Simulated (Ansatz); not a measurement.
# LiNbO₃: zone-centre modes

Method: DFT PBE, scalar-relativistic, plane waves, PAW (Ansatz 0.2.0). Cutoff 420 eV, Γ-centred 6×6×6 k-points, Gaussian smearing of 0.05 eV. No spin polarisation.

The starting cell (relaxed at this level; this form isn't the usual structure):

```
Li Nb O
1.0
     2.61156    1.50778    4.59827
    -2.61156    1.50778    4.59827
     0.00000   -3.01557    4.59827
Li Nb O
2 2 6
Direct
  0.25000 0.25000 0.25000
  0.75000 0.75000 0.75000
  0.00000 0.00000 0.00000
  0.50000 0.50000 0.50000
  0.13038 0.36962 0.75000
  0.75000 0.13038 0.36962
  0.36962 0.75000 0.13038
  0.86962 0.63038 0.25000
  0.25000 0.86962 0.63038
  0.63038 0.25000 0.86962
```

Harmonic modes by finite displacements of 0.02 Å, without the LO–TO term.

Task: At this geometry, is the structure stable against these modes?

Result: No: 5 modes are unstable, the strongest at 212i cm⁻¹.

Task: List the wavenumbers in cm⁻¹.

Result: 212i, 137i, 137i, 88i, 15i, 0, 0, 0, 175, 175, 194, 194, 275, 367, 367, 369, 399, 399, 403, 403, 405, 410, 452, 458, 458, 493, 493, 528, 528, 848.

Cost: 1 run of about 3.8 core-minutes, on AMD EPYC 7R43 (Zen 3) (shared hosts).